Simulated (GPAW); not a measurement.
Runs of GPAW 26.7.0 on AlCo3. Symmetry: Pm-3m, No. 221, cubic system. Conventional cell: a = 3.575 Å, b = 3.575 Å, c = 3.575 Å, α = 90.00°, β = 90.00°, γ = 90.00°. Around Co (site symmetry 4/mmm) lie 8 Co at 2.53 Å and 4 Al at 2.53 Å. Al (site symmetry m-3m) is surrounded by 12 Co at 2.53 Å. The cell comes from a database or a generator and needn't be the stable form of this composition.

| task | level | U | cell | k mesh | band path | band points | optimizer | fmax | max steps | gap on the mesh (eV) | pressure (GPa) | moment (μB) | relaxed volume (Å³/atom) |
| --- | --- | --- | --- | --- | --- | --- | --- | --- | --- | --- | --- | --- | --- |
| band structure | PBEsol+U | Co d U = 8 eV | as given | 8 × 8 × 8 | GXMGRX,MR | 100 | - | - | - | - | 32.3 | 5.92 | - |
| relaxation of cell and atoms | PBEsol+D3(BJ) | - | relaxed | 6 × 6 × 6 | - | - | BFGS | 0.02 eV/Å | 60 | none | 0.0 | 3.65 | 10.71 |
| band structure | PBEsol+U | Co d U = 3 eV | as given | 8 × 8 × 8 | GXMGRX,MR | 100 | - | - | - | - | (b) | 4.86 | - |
| band structure | PBEsol+U | Co d U = 2 eV | as given | 8 × 8 × 8 | GXMGRX,MR | 100 | - | - | - | - | (a) | 4.63 | - |
| band structure | PBEsol+U | Co d U = 4 eV | as given | 8 × 8 × 8 | GXMGRX,MR | 100 | - | - | - | - | 6.8 | 4.88 | - |
| band structure | PBEsol | - | as given | 8 × 8 × 8 | GXMGRX,MR | 100 | - | - | - | - | -7.1 | 3.86 | - |
| relaxation of cell and atoms | PBEsol | - | relaxed | 6 × 6 × 6 | - | - | BFGS | 0.02 eV/Å | 60 | none | 0.0 | 3.73 | 11.01 |
| band structure | PBEsol+U | Co d U = 1 eV | as given | 8 × 8 × 8 | GXMGRX,MR | 100 | - | - | - | - | -5.1 | 4.14 | - |
| relaxation of cell and atoms | PBEsol+D3 | - | relaxed | 6 × 6 × 6 | - | - | BFGS | 0.02 eV/Å | 60 | none | -0.1 | 3.65 | 10.71 |
| relaxation of cell and atoms | PBEsol+D3(BJ)+ATM | - | relaxed | 6 × 6 × 6 | - | - | BFGS | 0.02 eV/Å | 60 | none | 0.0 | 3.67 | 10.77 |
| relaxation of cell and atoms | PBEsol+D4 | - | relaxed | 6 × 6 × 6 | - | - | BFGS | 0.02 eV/Å | 60 | none | 0.0 | 3.69 | 10.84 |
| band structure | PBEsol+U | Co d U = 6 eV | as given | 8 × 8 × 8 | GXMGRX,MR | 100 | - | - | - | - | 20.1 | 5.76 | - |

Alike in all rows: potentials or basis PAW data sets generated in the run's folder for this functional, pw; spin collinear, ferromagnetic start; cutoff (eV) 600; smearing fermi-dirac 0.05 eV.

Problem. Fill in the values left out.

Solution. (a) -0.2; (b) 4.2.

Caveats: the U is typed as a test and isn't derived for this compound (some runs); each step starts from the last one's moments, so a moment once lost doesn't come back (some runs); later steps reuse the first step's grids (some runs); pairwise dispersion overbinds metals, which lowers pressure and volume (some runs); a pressure of tens of GPa on the cell as given is suspect, and the run, the potentials or the cell itself is likely at fault (some runs).

A k mesh can miss the band edges.

A gap of «none» marks a metal or a gap under the smearing width.

Not every run made on this cell is shown here.
